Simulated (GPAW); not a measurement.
# SiC (Moissanite) (P6_3mc) in GPAW: a series of runs

The runs below take SiC (Moissanite) through single point, with LDA, PBE.

Program: GPAW 26.7.0. These are calculated values, not measurements. Logs are shortened: lines on timing, memory, paths and dates and some standing lists are left out, and cuts for length are marked. The log counts tension as positive stress, the text compression.

## 1. The crystal as given

Symmetry: P6_3mc, No. 186, hexagonal system. The conventional cell has a = 3.076 Å, b = 3.076 Å, c = 5.048 Å, α = 90.00°, β = 90.00°, γ = 120.00°. Around Si (site symmetry 3m) lie 4 C at 1.87 to 1.94 Å. C (site symmetry 3m) is surrounded by 4 Si at 1.87 to 1.94 Å.

## 2. Single point, LDA

The input, run.py:

```python
from ase import Atoms
from ase.dft.bandgap import bandgap
from ase.io import write
from ase.units import GPa
from gpaw import GPAW, PW

atoms = Atoms(['Si', 'Si', 'C', 'C'],
              cell=[[3.076, 0.0, 0.0],
                    [-1.538, 2.663894142, 0.0],
                    [0.0, 0.0, 5.048]],
              scaled_positions=[[0.6666666667, 0.3333333333, 0.5],
                                [0.3333333333, 0.6666666667, 0.0],
                                [0.6666666667, 0.3333333333, 0.885],
                                [0.3333333333, 0.6666666667, 0.385]],
              pbc=True)

calc = GPAW(mode=PW(600),
            xc='LDA',
            kpts={'size': (8, 8, 4), 'gamma': True},
            occupations={'name': 'fermi-dirac', 'width': 0.05},
            nbands=18,
            maxiter=120,
            txt='gpaw.txt')
atoms.calc = calc
energy = atoms.get_potential_energy()
forces = atoms.get_forces()
stress = atoms.get_stress()
calc.write('gs.gpw')
write('result.traj', atoms)
print(f'Energy: {energy:.6f} eV')
print('Forces (eV/A):')
print(forces.round(4))
print('Stress (GPa):', (stress / GPa).round(3))
print('Fermi level:', round(calc.get_fermi_level(), 4), 'eV')
print(f'Gap: {bandgap(calc)[0]:.4f} eV, direct: {bandgap(calc, direct=True)[0]:.4f} eV')
```

Potentials or basis: the program's PAW data sets (release 1.2.1) made for this functional, pw.

On the command line:

```
OMP_NUM_THREADS=1 python run.py
```

gpaw.txt:

```text
__  _  _
 | _ |_)|_||  |
 |__||  | ||/\| - 26.7.0

Input parameters:
  mode=PW(ecut=600.0),
  kpts=MonkhorstPack(size=(8, 8, 4), gamma=True),
  maxiter=120,
  nbands=18,
  occupations=Occupations(name='fermi-dirac', width=0.05),
  xc=XC(name='LDA')

Diagonalizing LCAO Hamiltonian
Converting LCAO to pw mode

           C

           Si
        C

        Si

Atoms  # Å, Bohr magnetons
|   | symbol |         x |        y |        z |    initial magnetic moments |
|---|--------|-----------|----------|----------|-----------------------------|
| 0 |     Si |  1.538000 | 0.887965 | 2.524000 | ( 0.0000,  0.0000,  0.0000) |
| 1 |     Si | -0.000000 | 1.775929 | 0.000000 | ( 0.0000,  0.0000,  0.0000) |
| 2 |      C |  1.538000 | 0.887965 | 4.467480 | ( 0.0000,  0.0000,  0.0000) |
| 3 |      C | -0.000000 | 1.775929 | 1.943480 | ( 0.0000,  0.0000,  0.0000) |

Unit cell  # Å
| periodic |         x |        y |        z |  lengths |     angles |
|----------|-----------|----------|----------|----------|------------|
|      yes |  3.076000 | 0.000000 | 0.000000 | 3.076000 |  90.000000 |
|      yes | -1.538000 | 2.663894 | 0.000000 | 3.076000 |  90.000000 |
|      yes |  0.000000 | 0.000000 | 5.048000 | 5.048000 | 120.000000 |

Number of symmetries: 6
Symmetry operations  # r_c * U_cc + t_c -> r_c
|   | kind |            matrix            |
|---|------|------------------------------|
| 0 |  σ   |  1, 1, 0,  0,-1, 0,  0, 0, 1 |
| 1 |  E   |  1, 0, 0,  0, 1, 0,  0, 0, 1 |
| 2 |  C3  |  0, 1, 0, -1,-1, 0,  0, 0, 1 |
| 3 |  σ   |  0,-1, 0, -1, 0, 0,  0, 0, 1 |
| 4 |  σ   | -1, 0, 0,  1, 1, 0,  0, 0, 1 |
| 5 |  C3  | -1,-1, 0,  1, 0, 0,  0, 0, 1 |

BZ-sampling:
  Number of BZ points: 256
  Number of IBZ points: 35

  Monkhorst-Pack size: [8, 8, 4]
  Monkhorst-Pack shift: [0.0625, 0.0625, 0.125]

K-points  # in reciprocal-cell coordinates
|     |                                coordinates |     weight |
|-----|--------------------------------------------|------------|
|   0 | (  0.00000000,   0.00000000,   0.00000000) | 0.00390625 |
|   1 | (  0.00000000,   0.00000000,   0.25000000) | 0.00781250 |
|   2 | (  0.00000000,   0.00000000,   0.50000000) | 0.00390625 |
|   3 | (  0.12500000,   0.00000000,  -0.25000000) | 0.02343750 |
|   4 | (  0.12500000,   0.00000000,   0.00000000) | 0.02343750 |
|   5 | (  0.12500000,   0.00000000,   0.25000000) | 0.02343750 |
|   6 | (  0.12500000,   0.00000000,   0.50000000) | 0.02343750 |
|   7 | (  0.25000000,  -0.12500000,   0.00000000) | 0.02343750 |
|   8 | (  0.25000000,  -0.12500000,   0.25000000) | 0.04687500 |
|   9 | (  0.25000000,  -0.12500000,   0.50000000) | 0.02343750 |
| ... |                                            |            |
|  34 | (  0.50000000,   0.50000000,   0.50000000) | 0.01171875 |

Plane wave coefficients: 1392
Cutoff: 600.0 eV

Spin-components: 1 (collinear spins)
Bands:           18
Projectors:      20
Spin-degeneracy: 2
Datatype:        complex128

Parallelization:
  kpt:    1
  domain: 1
  band:   1

Density:
  Valence electrons: 16.0
  Components: 1
  Grid points: [18 18 30]
  Charge: 0.0  # |e|

Potential:
  Grid points: [18 18 30]

species:
  Si:
    name:    Silicon
    Z:       14.0
    valence: 4
    core:    10
    charge:  0.0  # [|e|]
    compensation charges:
      type: gauss
      rc: 0.33  # [Å]
      lmax: 2
    cutoffs:
      filter: 1.86  # [Å]
      core: 2.06  # [Å]
    projectors
    | kind |    occ | energy [eV] | rcut [Å] |
    |------|--------|-------------|----------|
    |   3s |  2.000 |     -10.878 |    1.058 |
    |   3p |  2.000 |      -4.162 |    1.058 |
    |    s |        |      16.334 |    1.058 |
    |    p |        |      23.049 |    1.058 |
    |    d |        |       0.000 |    1.058 |

    Using partial waves for Si as LCAO basis

  C:
    name:    Carbon
    Z:       6.0
    valence: 4
    core:    2
    charge:  0.0  # [|e|]
    compensation charges:
      type: gauss
      rc: 0.20  # [Å]
      lmax: 2
    cutoffs:
      filter: 1.14  # [Å]
      core: 1.14  # [Å]
    projectors
    | kind |    occ | energy [eV] | rcut [Å] |
    |------|--------|-------------|----------|
    |   2s |  2.000 |     -13.639 |    0.635 |
    |   2p |  2.000 |      -5.414 |    0.635 |
    |    s |        |      13.573 |    0.635 |
    |    p |        |      21.797 |    0.635 |
    |    d |        |       0.000 |    0.635 |

    Using partial waves for C as LCAO basis

Reference energy: -17755.031442  # eV

eigensolver:
  PPCG
  Converge bands: occupied
  niter=2

density mixing:
  MSR1-Mixer
  Pratt-step length: 0.05
  Maximum mixing coefficient: 0.75
  Old densities: 10
  SVD Regularization: 0.005
  Good broyden scale: 1.0
  Trust region scale: 1.0
  Backstep threshold: 4.0
  History deletion threshold: 6.0
  Fourier metric: weight=20.0, sigma=0.015

occupation numbers:
  Fermi-Dirac:
    width: 0.0500  # eV

poisson solver:
  ecut: 4800.0  # eV

xc functional:
  name: None

convergence criteria:
- Maximum [total energy] change in last 3 cyles: 0.0005 eV / valence electron
- Maximum integral of absolute [dens]ity change: 0.0001 electrons / valence electron
- Maximum integral of absolute [eigenst]ate change: 4e-08 eV^2 / valence electron
maximum number of iterations: 120

SCF iterations
|iter     | |      energy | eigst |  dens |
|---------|-|-------------|-------|-------|
|iter:   1| |  -36.710639 | -0.13 |       |
|iter:   2| |  -35.903520 | -2.20 | -0.55 |
|iter:   3| |  -33.148957 | -0.86 | -0.60 |
|iter:   4| |  -33.134617 | -2.85 | -1.32 |
|iter:   5| |  -33.135778 | -3.61 | -1.71 |
|iter:   6| |  -33.135888c| -5.47 | -2.62 |
|iter:   7| |  -33.135893c| -6.86 | -3.43 |
|iter:   8| |  -33.135893c| -7.91c| -4.16c|

Converged in 8 steps
Energy contributions relative to reference atoms: (reference = -17755.031442)

Energy contributions:
  Kinetic:          33.149238
  Coulomb:         -27.794079
  Zero:             -0.033648
  External:          0.000000
  Xc:              -38.457405
  Entropy:          -0.000000
  Spinorbit:         0.000000
  ----------------------------
  Free energy:     -33.135893
  Extrapolated:    -33.135893

dipole moment: (0.000041, -0.000027, -8.932414)  # |e|*Ang

Fermi level: 9.763
Eigenvalues  # (at kpt = [0.000, 0.000, 0.000])
| band index |      eig [eV] | occ [0-2] |
|------------|---------------|-----------|
|          0 |        -7.332 |     2.000 |
|          1 |        -3.779 |     2.000 |
|          2 |        -0.404 |     2.000 |
|          3 |         6.758 |     2.000 |
|          4 |         6.758 |     2.000 |
|          5 |         8.039 |     2.000 |
[... 8 lines left out ...]
|         14 |        16.920 |     0.000 |
|         15 |        19.522 |     0.000 |
|        ... |               |           |
|         17 |        19.654 |     0.000 |

Gap: 2.467 eV
Transition (v -> c):
  (s=0, k=0, n=7, [0.00, 0.00, 0.00]) -> (s=0, k=22, n=8, [0.38, 0.38, 0.00])
Direct/indirect transitions are different
Direct gap: 3.979 eV
Transition at: (s=0, k=32, n=7, [0.50, 0.50, 0.00])

Forces  # eV/Ang
|        x |       y |        z |
|----------|---------|----------|
|  0.00000 | 0.00000 |  0.74415 |  # Si   0
| -0.00000 | 0.00000 |  0.74750 |  # Si   1
| -0.00000 | 0.00000 | -0.74457 |  # C    2
| -0.00000 | 0.00000 | -0.74736 |  # C    3

Stress tensor  # eV/Ang^3
|         x |        y |        z |
|-----------|----------|----------|
|  0.006946 | 0.000000 | 0.000000 |
| -0.000000 | 0.006946 | 0.000000 |
|  0.000000 | 0.000000 | 0.034989 |

# Writing to gs.gpw (mode='')
```

Run time: 18 s. Hardware: 1 thread of Arm Neoverse V1, shared host; peak memory 0.16 GiB.

What came out:

```yaml
Free_energy: -33.1359 eV
Pressure: -2.6 GPa
Largest_force: 0.748 eV/Å
Band_gap_on_the_k_mesh: 2.47 eV, indirect (least direct gap 3.98 eV)
```

Forces in eV/Å, atoms in the order of the input:
```
Si   0.000  0.000  0.744
Si   0.000  0.000  0.748
C    0.000  0.000 -0.745
C    0.000  0.000 -0.747
```

Levels at points of the mesh, in eV from the valence-band top:
```tsv
k point	band 5	band 6	band 7	band 8	band 9	band 10	band 11	band 12
(0.00, 0.00, 0.00)	-1.55	-0.27	-0.27	0.00	4.60	6.07	6.40	6.40
(0.00, 0.00, 0.50)	-0.96	-0.96	-0.96	-0.96	5.67	5.67	7.08	7.08
(0.50, 0.50, 0.00)	-5.45	-3.55	-3.29	-1.49	2.49	4.12	6.69	7.12
(0.50, 0.50, 0.50)	-2.69	-2.69	-2.34	-2.34	3.10	3.10	4.89	4.89
```

Caveat: the cutoff is short for stress and forces, so pressures can be off by a GPa or more.

## 3. Single point, PBE

Changes to run.py since step 2:

```diff
@@ -17,3 +17,3 @@
 calc = GPAW(mode=PW(600),
-            xc='LDA',
+            xc='PBE',
             kpts={'size': (8, 8, 4), 'gamma': True},
```

Potentials or basis: GPAW PAW data sets (gpaw-data 1.2.1), pw.

On the command line:

```
OMP_NUM_THREADS=1 python run.py
```

Wall time 17 s (1 thread of AMD EPYC 7R43 (Zen 3), shared host); peak memory 0.16 GiB.

The run converged. Its results:

- Free energy: -29.8920 eV
- Pressure: 5.2 GPa
- Largest force: 0.770 eV/Å
- Band gap on the k mesh: 2.57 eV, indirect (least direct gap 4.07 eV)

Forces in eV/Å, atoms in the order of the input:
```
Si   0.000  0.000  0.767
Si   0.000  0.000  0.770
C    0.000  0.000 -0.768
C    0.000  0.000 -0.770
```

Stress tensor (GPa, compression positive):
```
6.89 0.00 0.00
0.00 6.89 0.00
0.00 0.00 1.75
```

Levels at points of the mesh, in eV from the valence-band top:
| k point | band 4 | band 5 | band 6 | band 7 | band 8 | band 9 | band 10 | band 11 | band 12 | band 13 |
| --- | --- | --- | --- | --- | --- | --- | --- | --- | --- | --- |
| (0.00, 0.00, 0.00) | -1.56 | -1.56 | -0.28 | -0.28 | 0.00 | 4.62 | 6.05 | 6.49 | 6.49 | 7.55 |
| (0.00, 0.00, 0.50) | -4.46 | -0.97 | -0.97 | -0.97 | -0.97 | 5.71 | 5.71 | 7.16 | 7.16 | 7.16 |
| (0.50, 0.50, 0.00) | -6.56 | -5.44 | -3.55 | -3.27 | -1.49 | 2.58 | 4.19 | 6.75 | 7.19 | 9.70 |
| (0.50, 0.50, 0.50) | -8.46 | -2.69 | -2.69 | -2.34 | -2.34 | 3.16 | 3.16 | 4.99 | 4.99 | 10.38 |

Caveat: the cutoff is short for stress and forces, so pressures can be off by a GPa or more.
